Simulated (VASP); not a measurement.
Set up this calculation in VASP 6.6.1, as the native input.

| Item | Value |
| --- | --- |
| Task | dielectric tensor |
| Functional | LDA |
| Potentials or basis | VASP PAW LDA potentials, release 64 (Al, N) |
| Cutoff | 600 eV |
| k mesh | 12 × 12 × 6 |
| Occupations | gaussian, width 0.03 eV |
| Spin | no spin polarisation |
| Further INCAR settings | ALGO = Normal; EDIFF = 1e-08 |

The structure of AlN lies in POSCAR:

```
AlN                                     
1.0
    3.0912892629      0.0000000000      0.0000000000
   -1.5456446315      2.6771350322      0.0000000000
    0.0000000000      0.0000000000      4.9479177818
  Al              N             
     2     2
Direct
     0.3333333332999970    0.6666666667000030    0.9990259567857862
     0.6666666667000030    0.3333333332999970    0.4990259567857862
     0.3333333332999970    0.6666666667000030    0.3809740432142164
     0.6666666667000030    0.3333333332999970    0.8809740432142164
```

These files were run (other wordings do the same):

INCAR

```
SYSTEM = AlN
ALGO     = Normal         ! electronic algorithm
EDIFF    = 1E-8           ! SCF threshold, eV
ENCUT    = 600            ! plane-wave cutoff, eV
ISIF     = 2              ! what is computed and relaxed
ISMEAR   = 0              ! smearing method
LASPH    = .TRUE.         ! aspherical terms in the spheres
LCHARG   = .FALSE.        ! write CHGCAR
LEPSILON = .TRUE.         ! dielectric tensor by DFPT
LREAL    = .FALSE.        ! projectors in reciprocal space
LWAVE    = .FALSE.        ! write WAVECAR
NELM     = 80             ! most SCF steps
PREC     = Accurate       ! precision mode
SIGMA    = 0.03           ! smearing width, eV
```

KPOINTS

```
k-points
0
G
  12 12 6
  0 0 0
```

Potentials or basis: VASP PAW LDA potentials, release 64 (Al, N).

Run with:

```sh
$ cat potpaw_LDA.64/Al/POTCAR potpaw_LDA.64/N/POTCAR > POTCAR
$ mpirun -np 1 vasp_std > vasp.out
```

It gave:

| Item | Value |
| --- | --- |
| Band gap on the k mesh | 4.40 eV, direct |
| Electronic dielectric tensor (diagonal) | 4.40, 4.40, 4.62 |
| Born charges (mean of the diagonal) | Al +2.56; N -2.56 e |

Wall time 7.1 min on 1 thread of Intel(R) Xeon(R) Platinum 8259CL CPU @ 2.50GHz (Skylake/Cascade Lake), with other jobs on the host, peak memory 0.45 GiB.
